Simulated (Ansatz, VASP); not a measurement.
**One calculation of Sc, two programs**

The input INCAR:

```
PREC     = Accurate       # precision mode
ENCUT    = 520            # plane-wave cutoff, eV
EDIFF    = 1E-6           # SCF threshold, eV
ISMEAR   = -1             # smearing method
SIGMA    = 0.05           # smearing width, eV
LREAL    = F              # projectors in reciprocal space
LASPH    = T              # aspherical terms in the spheres
NELM     = 100            # most SCF steps
ALGO     = Normal         # electronic algorithm
ISIF     = 2              # what is computed and relaxed
LWAVE    = F              # write WAVECAR
LCHARG   = T              # write CHGCAR
GGA      = CA             # functional
LELF     = T              # ELF
LVHAR    = T            
NBANDS   = 12             # bands
```

File KPOINTS:

```
Automatic mesh
0
Gamma
  17 17 17
```

Contents of POSCAR:

```
Sc
1.0
   -1.6274423722      1.6274423722      1.6274423722
    1.6274423722     -1.6274423722      1.6274423722
    1.6274423722      1.6274423722     -1.6274423722
Sc
1
Direct
    0.0000000000      0.0000000000      0.0000000000
```

Input for Ansatz:

```yaml
crystal:
  lattice:
    - [-1.6274423722, 1.6274423722, 1.6274423722]
    - [1.6274423722, -1.6274423722, 1.6274423722]
    - [1.6274423722, 1.6274423722, -1.6274423722]
  atoms:
    - { symbol: Sc, position: [0.0, 0.0, 0.0] }
kpoints:
  mp_grid: { grid: [17, 17, 17] }
scf:
  occupations: { method: fermi_dirac, width: 0.05 }
hamiltonian:
  xc: lda
  pseudopotentials: { kind: paw }
output:
  forces: true
  stress: true
  eigenvalues: true
  populations: true
  write_density: true
  write_potential: true
  elf: true
  volumetric_format: npy
```

Change from the starting cell: volume scaled by 0.76, PAW files.

Alike in both runs: task single point; functional LDA; k mesh 17 × 17 × 17; occupations fermi-dirac, width 0.05 eV; no spin polarisation.

```csv
,VASP,Ansatz
version,VASP 6.6.1,Ansatz 0.2.0
potentials or method,"VASP PAW LDA potentials, release 64 (Sc_sv)","PAW with Ansatz's default frozen-core files, scalar-relativistic"
plane-wave cutoff (eV),520,420
valence electrons in the cell,11,11
```

```csv
,VASP,Ansatz,Ansatz less VASP
pressure (GPa),24.4,24.1,-0.27
```

Caveats: so large a pressure means that the cell lies far from this level's equilibrium, or that cutoff or potentials fall short (VASP).
